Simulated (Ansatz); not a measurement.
# Pb (Fd-3m) in Ansatz: further runs

Runs on Pb. Level: PBEsol. Tasks: band structure.

All numbers are computed with Ansatz 0.2.0; they aren't measurements. Logs are shortened: lines on timing, memory, paths and dates and some standing lists are left out, and cuts for length are marked.

## Step 1: The structure

The structure is cubic, space group Fd-3m (No. 227). Conventional cell: a = 6.878 Å, b = 6.878 Å, c = 6.878 Å, α = 90.00°, β = 90.00°, γ = 90.00°. Pb (site symmetry -43m) is surrounded by 4 Pb at 2.98 Å.

This isn't the form of Pb at room conditions, which is fcc.

## Step 2: Band structure, PBEsol

input.yaml reads:

```yaml
crystal:
  lattice:
    - [0.0, 3.4390000555, 3.4390000555]
    - [3.4390000555, 0.0, 3.4390000555]
    - [3.4390000555, 3.4390000555, 0.0]
  atoms:
    - { symbol: Pb, position: [0.25, 0.25, 0.25] }
    - { symbol: Pb, position: [0.0, 0.0, 0.0] }
kpoints:
  mp_grid: { grid: [7, 7, 7] }
  band_path:
    path:
      - [0.0, 0.0, 0.0]
      - [0.5, 0.0, 0.5]
      - [0.5, 0.25, 0.75]
      - [0.375, 0.375, 0.75]
      - [0.0, 0.0, 0.0]
      - [0.5, 0.5, 0.5]
      - [0.625, 0.25, 0.625]
      - [0.5, 0.25, 0.75]
    npoints: 6
scf:
  occupations: { method: fermi_dirac, width: 0.05 }
hamiltonian:
  xc: pbesol
  pseudopotentials: { kind: all_electron, lapw: { basis_error: 0.001 } }
output:
  forces: true
  stress: true
  eigenvalues: true
```

Potentials or basis: all-electron LAPW, scalar-relativistic.

Command:

```bash
ansatz run input.yaml --threads 1 --pin off --max-ram 3072MiB --backend cpu --events-out ev --progress --plain --runs-dir out
```

The log of the run:

```text
Warning: RAYON_NUM_THREADS=1 ignored (pool sized by the plan → 1); use --threads N
LAPW: plane waves up to 7.792 Å⁻¹, error target 1.0e-3 eV per atom; small_component_spin mean_spin; Pb in spheres of 1.489 Å, 36 of its electrons in bands, Dirac shells [] (how accurate: hamiltonian.pseudopotentials.lapw.basis_error, Limitations)
Engine: ansatz 0.2.0, x86_64-unknown-linux-gnu
Pseudopotentials: kind: all_electron
Pseudopotential: Pb, LAPW, valence charge 36, lapw/all_electron/scalar/gaussian/Pb, Koelling and Harmon's equation, gaussian nucleus
Functional definition: PBEsol
  exchange = pbesol_x
  correlation = pbesol_c
Crystal: 2 atoms, lattice volume = 81.344 Å³
Basis set: ecut = 231.32072529448988 eV, 645 PW (Γ), exchange–correlation at level 2
Bands: 44, of which v1, the nominal top of the filled ones, is band 36 counted from 1 (35 counted from 0)
Symmetry: 48 space group operations
Space group: Fd-3m (ITA 227), of the structure as read, at distance tolerance 4.3e-5 Å
k-points: 20 of 343
Non-local potential: Pb, projectors of the file, none
Initial density: superposition of atomic densities (chi_scale 0.1, normalization cell)
Initial wavefunctions: plane waves of lowest kinetic energy (no species holds an atomic orbital)
Functional: x = pbesol(κ = 0.804, μ = 0.12345679012345678), c = pbesol(β = 0.046)
iter 1 solved again at ethr=1.81e-4 eV; its pass at ethr=1.00e-1 eV (dr2=1.30e-1 eV) is discarded
SCF iter   1: F=—  HF=-1135829.710438 eV  |F-HF|=—  |Δ(HF+E_count)|=         —  Δρ=1.09e-2  dr2=1.31e-1  ethr=1.81e-4  ⟨swp⟩=2.8  Hψ=5394  notcnv=0
preconditioner: auto → none  [metal: Δε(μ)=0.068 eV  Ē_g=19.076 eV  σ=0.050 eV  W_gap=0.33  n_scr=26 (ndim 8)  ℏωp=21.8 eV  f_vac=0.326  D(μ)=0.82/eV (n_scr^D=0)  sad-step TF]
SCF iter   2: F=—  HF=-1135829.690442 eV  |F-HF|=—  |Δ(HF+E_count)|=   2.00e-2  Δρ=7.96e-3  dr2=9.14e-2  ethr=1.81e-4  ⟨swp⟩=2.0  Hψ=2478  notcnv=0
iter 3 solved again at ethr=2.39e-6 eV; its pass at ethr=1.27e-4 eV (dr2=1.72e-3 eV) is discarded
SCF iter   3: F=—  HF=-1135829.677739 eV  |F-HF|=—  |Δ(HF+E_count)|=   1.27e-2  Δρ=1.44e-3  dr2=1.72e-3  ethr=2.39e-6  ⟨swp⟩=2.0  Hψ=4404  notcnv=0
SCF iter   4: F=—  HF=-1135829.673809 eV  |F-HF|=—  |Δ(HF+E_count)|=   3.93e-3  Δρ=3.03e-4  dr2=8.93e-5  ethr=2.38e-6  ⟨swp⟩=2.5  Hψ=2477  notcnv=0
SCF iter   5: F=—  HF=-1135829.673943 eV  |F-HF|=—  |Δ(HF+E_count)|=   1.34e-4  Δρ=8.52e-5  dr2=7.38e-6  ethr=1.24e-7  ⟨swp⟩=3.0  Hψ=2549  notcnv=0
SCF iter   6: F=—  HF=-1135829.673944 eV  |F-HF|=—  |Δ(HF+E_count)|=   8.43e-7  Δρ=1.05e-5  dr2=1.11e-7  ethr=1.02e-8  ⟨swp⟩=3.0  Hψ=2552  notcnv=0
SCF iter   7: F=-1135829.673944 eV  HF=-1135829.673944 eV  |F-HF|=0.00e0  |Δ(HF+E_count)|=   3.44e-7  Δρ=1.47e-6  dr2=1.69e-9  ethr=1.54e-10  ⟨swp⟩=3.0  Hψ=2552  notcnv=0
SCF 1 converged in 7 iterations: F = -1135829.673944 eV  dr2 = 1.69e-9
NSCF: frozen V_eff on 43 k-points
SCF converged after 7 iterations
Free energy (F): -1135829.673944 eV
Harris-Foulkes:  -1135829.673944 eV  (|F-HF|=0.00e0)
Internal energy: -1135829.667836 eV  (E = F + TS)
E sigma→0 (E₀):  -1135829.670890 eV
Entropy (-TS):   -0.006108 eV (-3.054 meV/atom)
Fermi energy:    10.409966 eV
--- Per-component energies (eV) ---
  E_band       = -4763.986224
  E_kinetic    = 1309462.485285
  E_xc         = -20855.108310
  E_electrostatic = -2424437.044811  (all electrons and nuclei)
  E_smearing   = -0.006108  (= −TS)
  E_closure    = 0.000000  (closes the sum)
  E_atoms      = -1135822.357311  (free atoms, spherical and without spin; not in F)
  Σ components = -1135829.673944   (vs F -1135829.673944, Δ=0.00e0)
  Basis errors (estimates in eV, not in F): energy 4.2e-4 per atom: plane waves 3.9e-4 (2.2e-4 summed), levels above the bands 3.0e-75, relativity 1.0e-8, radial functions 3.0e-5, core shells 2.1e-7; eigenvalues (radial functions only) 3.7e-7; not estimated: angular momenta, meshes, grids; target (lapw.basis_error) 1.0e-3; muffin-tin radii Pb 1.489 Å
--- Forces (eV/Å), atoms counted from 1 ---
  atom   1  Pb    -0.00000000     0.00000000    -0.00000000
  atom   2  Pb     0.00000000    -0.00000000    -0.00000000
  max |Σ_I F_I| component: 4.34e-19 eV/Å
--- Stress (GPa, compression-positive) ---
        0.457450      -0.000000       0.000000
       -0.000000       0.457450      -0.000000
        0.000000      -0.000000       0.457450
  P = ⅓ Tr σ = 0.4574 GPa (4.574 kbar)
--- Band table (eV; the first three rows and the last of 20) ---
  k-point 0: bands = ["-129.1703", "-129.1694", "-118.2192", "-118.2192", "-118.2192", "-118.2192", "-118.2192", "-118.2192", "-118.2190", "-118.2190", "-118.2190", "-118.2190", "-118.2190", "-118.2190", "-118.2189", "-118.2188", "-70.9560", "-70.9560", "-70.9560", "-70.9441", "-70.9441", "-70.9441", "-6.7386", "-6.7386", "-6.7386", "-6.6601", "-6.6601", "-6.2279", "-6.2279", "-6.2279", "-6.2023", "-6.2023", "-0.7343", "6.4888", "10.8116", "10.8116", "10.8116", "12.8174", "12.8174", "12.8174", "14.4194", "18.3352", "18.3352", "18.3352"]
  k-point 1: bands = ["-129.1703", "-129.1694", "-118.2192", "-118.2192", "-118.2192", "-118.2192", "-118.2192", "-118.2192", "-118.2190", "-118.2190", "-118.2190", "-118.2190", "-118.2190", "-118.2190", "-118.2189", "-118.2188", "-70.9561", "-70.9561", "-70.9557", "-70.9444", "-70.9440", "-70.9440", "-6.7571", "-6.7571", "-6.7340", "-6.6331", "-6.6331", "-6.2586", "-6.2586", "-6.2397", "-6.1762", "-6.1762", "-0.5603", "5.8727", "10.4292", "10.4841", "10.4841", "13.2012", "13.2231", "13.2231", "15.5488", "17.6109", "17.6109", "17.7796"]
  k-point 2: bands = ["-129.1702", "-129.1695", "-118.2192", "-118.2192", "-118.2192", "-118.2192", "-118.2192", "-118.2192", "-118.2190", "-118.2190", "-118.2190", "-118.2190", "-118.2190", "-118.2190", "-118.2189", "-118.2188", "-70.9564", "-70.9564", "-70.9551", "-70.9450", "-70.9437", "-70.9437", "-6.7779", "-6.7779", "-6.7231", "-6.5958", "-6.5958", "-6.2893", "-6.2893", "-6.2668", "-6.1535", "-6.1535", "-0.0769", "4.5929", "9.8103", "9.9908", "9.9908", "13.7578", "13.7578", "14.6625", "16.1191", "17.5932", "17.5932", "18.7781"]
  k-point 19: bands = ["-129.1699", "-129.1698", "-118.2192", "-118.2192", "-118.2192", "-118.2192", "-118.2192", "-118.2192", "-118.2190", "-118.2190", "-118.2190", "-118.2190", "-118.2190", "-118.2190", "-118.2189", "-118.2189", "-70.9575", "-70.9573", "-70.9511", "-70.9490", "-70.9429", "-70.9426", "-6.8381", "-6.8206", "-6.6051", "-6.5106", "-6.4717", "-6.4279", "-6.4165", "-6.3466", "-6.0999", "-6.0820", "1.5560", "2.3481", "7.7072", "8.4163", "12.2426", "13.6849", "14.7823", "15.0744", "17.8366", "18.9137", "20.0606", "20.6204"]
```

It took 31 s on 1 thread of Intel Xeon at 2.50GHz (Skylake/Cascade Lake), shared host; peak memory 0.33 GiB.

What came out:

| Item | Value |
| --- | --- |
| Free energy | -1135829.6739 eV |
| Pressure | 0.5 GPa |
| Band gap along the path | none (metal or under the smearing width) |

Levels at the corners of the path, in eV from the Fermi level:
```tsv
point	band 34	band 35	band 36	band 37	band 38	band 39
Γ	-3.92	0.40	0.40	0.40	2.41	2.41
X	-8.49	-1.98	-1.98	0.82	0.82	7.18
W	-8.46	-2.45	-2.45	2.73	2.73	4.23
K	-8.06	-2.74	-1.64	0.96	3.00	5.16
Γ	-3.92	0.40	0.40	0.40	2.41	2.41
L	-7.10	-0.98	-0.75	-0.75	3.52	3.52
U	-8.06	-2.74	-1.64	0.96	3.00	5.16
W	-8.46	-2.45	-2.45	2.73	2.73	4.23
```

Caveat: spin-orbit coupling is left out, which moves the levels of the heavy elements.

## Step 3: Band structure, PBEsol

input.yaml: that of step 2 with these lines changed.

```diff
@@ -25,3 +25,6 @@
   xc: pbesol
-  pseudopotentials: { kind: all_electron, lapw: { basis_error: 0.001 } }
+  pseudopotentials:
+    kind: all_electron
+    lapw: { basis_error: 0.001 }
+    relativity: none
 output:
```

Potentials or basis: all-electron LAPW, non-relativistic.

Command:

```bash
ansatz run input.yaml --threads 1 --pin off --max-ram 3072MiB --backend cpu --events-out ev --progress --plain --runs-dir out
```

Run time: 32 s. Hardware: 1 thread of Intel Xeon at 2.50GHz (Skylake/Cascade Lake), shared host; peak memory 0.33 GiB.

It converged, with:

| Item | Value |
| --- | --- |
| Free energy | -1062512.4233 eV |
| Pressure | 1.5 GPa |
| Band gap on the k mesh | 0.23 eV, direct |
| Band gap along the path | 0.23 eV, direct |

Levels at the corners of the path, in eV from the valence-band top:
| point | band 32 | band 33 | band 34 | band 35 | band 36 | band 37 | band 38 | band 39 | band 40 | band 41 |
| --- | --- | --- | --- | --- | --- | --- | --- | --- | --- | --- |
| Γ | -20.00 | -9.47 | 0.00 | 0.00 | 0.00 | 0.23 | 1.88 | 1.88 | 1.88 | 4.54 |
| X | -19.91 | -6.59 | -6.59 | -2.40 | -2.40 | 0.83 | 0.83 | 6.99 | 6.99 | 8.53 |
| W | -19.89 | -6.53 | -6.53 | -2.91 | -2.91 | 3.22 | 3.22 | 3.61 | 3.61 | 8.22 |
| K | -19.89 | -6.95 | -6.15 | -3.21 | -2.07 | 1.10 | 3.09 | 5.26 | 5.39 | 6.21 |
| Γ | -20.00 | -9.47 | 0.00 | 0.00 | 0.00 | 0.23 | 1.88 | 1.88 | 1.88 | 4.54 |
| L | -19.94 | -7.93 | -5.60 | -1.15 | -1.15 | 0.36 | 2.90 | 2.90 | 4.87 | 7.63 |
| U | -19.89 | -6.95 | -6.15 | -3.21 | -2.07 | 1.10 | 3.09 | 5.26 | 5.39 | 6.21 |
| W | -19.89 | -6.53 | -6.53 | -2.91 | -2.91 | 3.22 | 3.22 | 3.61 | 3.61 | 8.22 |

Caveat: relativity is left out, which matters for the heavier elements; spin-orbit coupling is left out, which as a rule narrows the gap of such compounds by several tenths of an eV.

## Step 4: Band structure, PBEsol

input.yaml: that of step 3 with these lines changed.

```diff
@@ -25,6 +25,3 @@
   xc: pbesol
-  pseudopotentials:
-    kind: all_electron
-    lapw: { basis_error: 0.001 }
-    relativity: none
+  pseudopotentials: { kind: all_electron, datasets: crystal }
 output:
```

Potentials or basis: all-electron PAW datasets made for the crystal.

Command:

```bash
ansatz run input.yaml --threads 1 --pin off --max-ram 3072MiB --backend cpu --events-out ev --progress --plain --runs-dir out
```

Wall time 17 s (1 thread of Intel Xeon at 2.50GHz (Skylake/Cascade Lake), shared host); peak memory 0.36 GiB.

The run converged. Its results:

- Free energy: -1135829.6746 eV
- Pressure: 0.5 GPa
- Band gap along the path: none (metal or under the smearing width)

Levels at the corners of the path, in eV from the Fermi level:
```
point  band 12  band 13  band 14  band 15  band 16  band 17
    Γ    -3.92     0.40     0.40     0.40     2.41     2.41
    X    -8.49    -1.98    -1.98     0.82     0.82     7.18
    W    -8.46    -2.45    -2.45     2.73     2.73     4.23
    K    -8.06    -2.74    -1.64     0.96     3.00     5.16
    Γ    -3.92     0.40     0.40     0.40     2.41     2.41
    L    -7.10    -0.98    -0.75    -0.75     3.52     3.52
    U    -8.06    -2.74    -1.64     0.96     3.00     5.16
    W    -8.46    -2.45    -2.45     2.73     2.73     4.23
```

Caveat: spin-orbit coupling is left out, which moves the levels of the heavy elements.

## Step 5: Band structure, PBEsol

input.yaml: that of step 4 with these lines changed.

```diff
@@ -25,3 +25,6 @@
   xc: pbesol
-  pseudopotentials: { kind: all_electron, datasets: crystal }
+  pseudopotentials:
+    kind: all_electron
+    lapw: { basis_error: 0.001 }
+    dirac_shells: { Pb: ["4p", "4d"] }
 output:
```

Potentials or basis: all-electron LAPW, inner shells corrected to Dirac's equation.

Command:

```bash
ansatz run input.yaml --threads 1 --pin off --max-ram 3072MiB --backend cpu --events-out ev --progress --plain --runs-dir out
```

Wall time 31 s (1 thread of Intel Xeon at 2.50GHz (Skylake/Cascade Lake), shared host); peak memory 0.34 GiB.

The run converged. Its results:

```
Free energy             : -1138346.7577 eV
Pressure                : 0.5 GPa
Band gap along the path : none (metal or under the smearing width)
```

Levels at the corners of the path, in eV from the Fermi level:
| point | band 33 | band 34 | band 35 | band 36 | band 37 | band 38 | band 39 | band 40 |
| --- | --- | --- | --- | --- | --- | --- | --- | --- |
| Γ | -11.15 | -3.92 | 0.40 | 0.40 | 0.40 | 2.41 | 2.41 | 2.41 |
| X | -8.49 | -8.49 | -1.98 | -1.98 | 0.82 | 0.82 | 7.18 | 7.18 |
| W | -8.46 | -8.46 | -2.45 | -2.45 | 2.73 | 2.73 | 4.23 | 4.23 |
| K | -8.87 | -8.06 | -2.74 | -1.65 | 0.95 | 3.00 | 5.16 | 5.83 |
| Γ | -11.15 | -3.92 | 0.40 | 0.40 | 0.40 | 2.41 | 2.41 | 2.41 |
| L | -9.79 | -7.10 | -0.98 | -0.75 | -0.75 | 3.52 | 3.52 | 5.35 |
| U | -8.87 | -8.06 | -2.74 | -1.65 | 0.95 | 3.00 | 5.16 | 5.83 |
| W | -8.46 | -8.46 | -2.45 | -2.45 | 2.73 | 2.73 | 4.23 | 4.23 |

Caveat: spin-orbit coupling is left out, which moves the levels of the heavy elements.

## Step 6: Summary

| potentials or basis | cutoff (eV) | basis error allowed | pressure (GPa) |
| --- | --- | --- | --- |
| all-electron LAPW, scalar-relativistic | 231 | 0.001 eV/atom | 0.5 |
| all-electron LAPW, non-relativistic | 231 | 0.001 eV/atom | 1.5 |
| all-electron PAW datasets made for the crystal | 240 | - | 0.5 |
| all-electron LAPW, inner shells corrected to Dirac's equation | 231 | 0.001 eV/atom | 0.5 |

Alike in all rows: task band structure; level PBEsol; no spin polarisation; cell as given; k mesh 7 × 7 × 7; smearing fermi-dirac 0.05 eV.

Caveats: spin-orbit coupling is left out, which moves the levels of the heavy elements (some runs); relativity is left out, which matters for the heavier elements (some runs); spin-orbit coupling is left out, which as a rule narrows the gap of such compounds by several tenths of an eV (some runs).

Compare energies only between runs with the same functional and basis.
